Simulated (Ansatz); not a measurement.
# Energy, volume and coordination in Si₂Ge₃

Computed with Ansatz, DFT PBE, scalar-relativistic, plane waves, PAW. All cells share a 420 eV cutoff and Γ-centred k meshes spaced at most about 0.3 Å⁻¹ (about 0.25 or finer for metals, 2π included). No spin polarisation.

Temperature and zero-point effects are left out. Rows are sorted by volume; energies count from the lowest form computed. Coordination counts Ge atoms around Si (those within 1.25 times the shortest such distance or 1.15 times the sum of covalent radii, 1.27 where that leaves under three; a plus sign parts nearer from farther groups; the shortest distance is added where it exceeds 1.18 times the sum of covalent radii; a slash parts the counts of unlike sites). The table shows 5 of 21 forms computed.

| row | form | source | atoms | coordination | V (Å³/atom) | gap on mesh (eV) | ΔE (meV/atom) |
| --- | --- | --- | --- | --- | --- | --- | --- |
| 1 | P-6m2 | invented | 10 | Si 3 from 2.9 Å | 17.6 | 0 | 423 |
| 2 | P-3m1 | invented | 10 | Si 3 from 2.9 Å/6 from 2.8 Å | 17.6 | 0 | 432 |
| 3 | P4/mmm | invented | 5 | Si 4+1 | 19.0 | 0 | ? |
| 4 | R-3m | invented | 10 | Si 1 | 22.4 | 0.27 | 5 |
| 5 | Imma | invented | 10 | Si 2/4+4 from 3.9 Å | 22.4 | 0.29 | 0 |

The cell of row 3:

Space group P4/mmm (No. 123). a = 3.408 Å, b = 3.408 Å, c = 8.193 Å, α = 90.00°, β = 90.00°, γ = 90.00°
| atom | site | symmetry | x | y | z |
| --- | --- | --- | --- | --- | --- |
| Si | 2g | 4mm | 0.0000 | 0.0000 | 0.6447 |
| Ge | 2h | 4mm | 0.5000 | 0.5000 | 0.2348 |
| Ge | 1a | 4/mmm | 0.0000 | 0.0000 | 0.0000 |

**Question.** How far above the lowest form does the open row lie?

**Answer.** 0.40 eV/atom, which puts it above row 4 and below row 1. Counting Ge atoms around Si, row 3 has Si 4+1 and the lowest form (row 5) has Si 2/4+4 from 3.9 Å.

An observed structure of this formula, if there is one, may be missing.

For metals, differences of a few meV/atom aren't resolved. No dispersion correction is applied, so the spacing and binding between layers, chains or molecules are poorly described (P-3m1), and this can change margins and order among such cells. Kohn–Sham gaps at this level usually fall short of measured ones. Cells relaxed within their symmetry can be saddle points. Some types were kept out of the candidates beforehand, so the set may lack a known form.

The energies fall into two groups: open, gapped cells at the bottom, and dense cells without a gap about 0.4 eV/atom higher. Si and Ge each have four valence electrons, which suit directional sp³ bonds in a tetrahedral network. Denser packing spreads those electrons over more, weaker contacts and closes the gap between bonding and antibonding states.

Row 3 shows that the number of Ge neighbours alone is a poor guide. Its four nearest Ge atoms form a square on one side of Si, with another Si on the opposite side, so the fourfold count isn't tetrahedral. This probably explains why its larger volume brings so little gain over rows 1 and 2.

Rows 4 and 5 probably differ mainly in how Si and Ge are distributed over similar networks. Their small separation fits the close match in size and electronegativity, which lets the elements form a continuous solid solution. The ranking doesn't establish an ordered compound, since stability against separation into the elements isn't tested.
